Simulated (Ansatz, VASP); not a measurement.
# One calculation of Ag, 3 ways

The starting cell:

```
Ag
1.0
     0.00000    2.04275    2.04275
     2.04275    0.00000    2.04275
     2.04275    2.04275    0.00000
Ag
1
Direct
  0.00000 0.00000 0.00000
```

Alike in all runs: task relaxation of cell and atoms; functional BLYP; dispersion D4; k mesh 11 × 11 × 11; occupations fermi-dirac, width 0.05 eV; no spin polarisation; no spin-orbit coupling.

```tsv
program and potentials	plane-wave cutoff (eV)	notes	equilibrium volume (Å³/atom)
Ansatz, Ansatz PAW	420	potentials made for PBE, which Ansatz adapts in part; 19 valence electrons an atom on average	17.37
Ansatz, all-electron LAPW, scalar-relativistic	-	-	17.37
VASP, PBE PAW files Ag, 600 eV	600	potentials made for PBE; 11 valence electrons an atom on average	17.40
```

The equilibrium volume spans 17.37 (Ansatz, Ansatz PAW) to 17.40 Å³/atom (VASP, PBE PAW files Ag, 600 eV), with all-electron results at 17.37. Some sets were made for another functional than the one run, which can shift their rows. Relaxations stop with a little pressure left, so the last digit of a volume isn't settled.

The functional is the same throughout but for its coding, so the spread measures potentials, basis and numerics; runs on potential files found faulty are left out.

All three treatments give practically the same equilibrium volume for silver, and the small excess of the VASP value over the all-electron one is too slight to rank the potentials. The insensitivity to valence partition is chemically reasonable: cohesion comes from the broad outer s-p band with some hybridisation from the filled d shell, while the semicore s and p shells are compact and barely respond to bonding near equilibrium. Freezing them therefore probably costs little here, although compensating differences between the potentials can't be excluded.

All three volumes lie slightly above that of the starting cell, which is close to the measured crystal. BLYP on its own is known to expand noble metals markedly, partly because its correlation part doesn't recover the uniform electron gas. The modest expansion found here thus suggests that the dispersion attraction offsets much of that underbinding, so the near-agreement with experiment is no evidence that BLYP describes the metallic bond well. Nor does agreement at equilibrium establish equal accuracy under strong compression, where semicore shells begin to overlap.
